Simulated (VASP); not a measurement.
GaSb:

```
Sb Ga
1.0
     0.00000    3.05900    3.05900
     3.05900    0.00000    3.05900
     3.05900    3.05900    0.00000
Sb Ga
1 1
Direct
  0.75000 0.75000 0.75000
  0.00000 0.00000 0.00000
```

Base run:

| Quantity | Value |
| --- | --- |
| Program | VASP 6.6.1 |
| Functional | rSCAN |
| Potentials or basis | VASP PAW PBE potentials, release 64 (Sb, Ga_d) |
| Cutoff | 520 eV |
| k mesh | 8 × 8 × 8 |
| Occupations | fermi-dirac, width 0.05 eV |
| Spin | no spin polarisation |

Its results: pressure 0.6 GPa.

The run is repeated on the same cell with these changes: functional from rSCAN to SCAN. What comes out?

Pressure 0.1 GPa.

Caveats: the PAW data sets were made with another functional, which shifts forces and pressure a little.
